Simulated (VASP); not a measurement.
Wanted: the native input for a VASP 6.6.1 run.

```
Task                   : relaxation of cell and atoms
Functional             : r2SCAN
Potentials or basis    : VASP PAW PBE potentials, release 64 (Fe, Si)
Cutoff                 : 600 eV
k mesh                 : 8 × 8 × 8
Occupations            : gaussian, width 0.03 eV
Spin                   : no spin polarisation
Further INCAR settings : ALGO = Normal; EDIFF = 1e-06; IBRION = 2; EDIFFG = -0.01; NSW = 90; ISIF = 3
```

The structure of FeSi lies in POSCAR:

```
FeSi
1.0
    4.5507000000      0.0000000000      0.0000000000
    0.0000000000      4.5507000000      0.0000000000
    0.0000000000      0.0000000000      4.5507000000
Fe Si
4 4
Direct
    0.1365200000      0.1365200000      0.1365200000
    0.3634800000      0.8634800000      0.6365200000
    0.6365200000      0.3634800000      0.8634800000
    0.8634800000      0.6365200000      0.3634800000
    0.8424000000      0.8424000000      0.8424000000
    0.6576000000      0.1576000000      0.3424000000
    0.3424000000      0.6576000000      0.1576000000
    0.1576000000      0.3424000000      0.6576000000
```

One way to write it, as run:

INCAR

```
PREC     = Accurate       # precision mode
ENCUT    = 600            # plane-wave cutoff, eV
EDIFF    = 1E-6           # SCF threshold, eV
ISMEAR   = 0              # smearing method
SIGMA    = 0.03           # smearing width, eV
LREAL    = F              # projectors in reciprocal space
LASPH    = T              # aspherical terms in the spheres
NELM     = 80             # most SCF steps
ALGO     = Normal         # electronic algorithm
ISIF     = 3              # what is computed and relaxed
LWAVE    = F              # write WAVECAR
LCHARG   = F              # write CHGCAR
METAGGA  = R2SCAN         # meta-GGA
LMIXTAU  = T            
IBRION   = 2              # ionic algorithm
NSW      = 90             # ionic steps
EDIFFG   = -0.01          # ionic threshold
KPAR     = 2
```

KPOINTS

```
regular mesh
0
Gamma
  8 8 8
```

Potentials or basis: VASP PAW PBE potentials, release 64 (Fe, Si).

Command:

```sh
$ cat potpaw_PBE.64/Fe/POTCAR potpaw_PBE.64/Si/POTCAR > POTCAR
$ mpirun -np 2 vasp_std > vasp.out
```

Results of the run:

The relaxed volume is 10.68 Å³/atom. The relaxed cell is a = 4.405 Å, b = 4.405 Å, c = 4.405 Å, α = 90.00°, β = 90.00°, γ = 90.00°. The space group after relaxing (to 0.05 Å) is P2_13 (No. 198). The energy gained by relaxing is 76.1 meV/atom. The ionic steps are 13. The pressure after relaxing is 0.0 GPa and the largest force after relaxing is 0.006 eV/Å. The band gap on the k mesh is 0.33 eV, indirect (least direct gap 0.33 eV).

Caveat: the PAW data sets were made with another functional, which shifts forces and pressure a little.

Run time: 53 min on 2 MPI ranks on AMD EPYC 7R43 64-Core Processor (Zen 3), with other jobs on the host, peak memory 0.28 GiB a rank.
